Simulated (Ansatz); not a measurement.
**KCl (Pm-3m): compression over a wide range**

The task here is to estimate one member of a computed series from the others.

Program: Ansatz 0.2.0. Level of theory: DFT PBE, scalar-relativistic, plane waves, PAW. These are calculated values, not measurements.

### Starting point

The structure is cubic, space group Pm-3m (No. 221). The conventional cell has a = 3.835 Å, b = 3.835 Å, c = 3.835 Å, α = 90.00°, β = 90.00°, γ = 90.00°. K (site symmetry m-3m) has 8 Cl at 3.32 Å as nearest neighbours. Cl (site symmetry m-3m) is surrounded by 8 K at 3.32 Å.

Coordinates:

```
K Cl
1.0
     3.83542    0.00000    0.00000
     0.00000    3.83542    0.00000
     0.00000    0.00000    3.83542
K Cl
1 1
Cartesian
  0.0000 0.0000 0.0000
  1.9177 1.9177 1.9177
```

This cell comes from an earlier session at PBE: 28.210 Å³/atom at 0.00 GPa, on a 8×8×8 mesh.

Set-up of the first run:

input.yaml

```yaml
crystal:
  lattice:
    - [3.7835835894, 0.0, 0.0]
    - [0.0, 3.7835835894, 0.0]
    - [0.0, 0.0, 3.7835835894]
  atoms:
    - { symbol: K, position: [0.0, 0.0, 0.0] }
    - { symbol: Cl, position: [0.5, 0.5, 0.5] }
basis:
  ecutwfc: 420
  ecutrho_ratio: 4
kpoints:
  mp_grid: { grid: [8, 8, 8] }
hamiltonian:
  xc: pbe
scf:
  occupations: { method: gaussian, width: 0.05 }
output:
  forces: true
  stress: true
  eigenvalues: true
```

On the command line:

```sh
$ ansatz run input.yaml --threads 1 --pin off --max-ram 2560MiB --backend cpu --events-out ev --progress --plain --runs-dir out
```

Steps of the session up to this table: Volume × 0.96; Volume × 1.04; Volume × 0.92; Volume × 0.88; Volume × 0.84; Volume × 0.8.

One table of the session follows, with a row left open; its other results are not shown here.

```
volume (Å³/atom)  energy above the lowest (meV/atom)  pressure (GPa)  gap on the mesh (eV)
          22.568                               101.2             7.1                  5.93
          23.697                                59.0             5.0                  5.65
          24.825                                   ?               ?                     ?
          25.954                                12.4             1.9                  5.18
          27.082                                 2.9             0.8                  4.99
          28.210                                 0.0             0.0                  4.81
          29.339                                 2.4            -0.7                  4.65
```

**Question.** Estimate the row for volume (Å³/atom) = 24.825.

Worked estimate for «energy above the lowest (meV/atom)». A straight line through the neighbours (23.697, 59.0) and (25.954, 12.4) gives 59.0 + (12.4 − 59.0) × (24.825 − 23.697) / (25.954 − 23.697) = 35.7; a parabola fitted to 4 rows on both sides gives 30.3.

As computed: energy above the lowest (meV/atom): 30.3; pressure (GPa): 3.2; gap on the mesh (eV): 5.40. In «energy above the lowest (meV/atom)» the line misses by +5.4 and the parabola by 0.0.

Limits of these values: Other structures may be lower in enthalpy at these pressures.
